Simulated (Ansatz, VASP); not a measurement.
**One calculation of SiO2, two programs**

```
Si O
1.0
    -2.49370    2.49370    3.67988
     2.49370   -2.49370    3.67988
     2.49370    2.49370   -3.67988
Si O
2 4
Direct
  0.75000 0.25000 0.50000
  0.00000 0.00000 0.00000
  0.87500 0.02821 0.65321
  0.77821 0.12500 0.15321
  0.97179 0.62500 0.84679
  0.37500 0.22179 0.34679
```

Change from the starting cell: volume scaled by 1.02.

Alike in both runs: task single point; functional PBEsol; k mesh 8 × 8 × 8; occupations fermi-dirac, width 0.05 eV; no spin polarisation.

|  | VASP | Ansatz |
| --- | --- | --- |
| version | VASP 6.6.1 | Ansatz 0.2.0 |
| potentials or method | VASP PAW PBE potentials, release 64 (Si, O), cutoff 520 eV | all-electron LAPW, scalar-relativistic |

Ansatz gave:

```
gap on the k mesh at the Fermi level (eV)       : 5.79
least direct gap on the mesh (eV)               : 5.79
pressure (GPa)                                  : -1.0
largest component of the traceless stress (GPa) : 0.06
rms of the force components (eV/Å)              : 0.033
```

**Question.** Which values does VASP return?

**Answer.** gap on the k mesh at the Fermi level (eV): 5.78; least direct gap on the mesh (eV): 5.78; pressure (GPa): -0.5; largest component of the traceless stress (GPa): 0.03; rms of the force components (eV/Å): 0.021.

Atom by atom the forces differ by 0.012 eV/Å (rms over components). Ansatz ran all-electron here, so the differences hold the error of VASP's frozen core and of both bases.

Caveats: the PAW data sets were made with another functional, which shifts forces and pressure a little (VASP). A k mesh can miss the band edges.
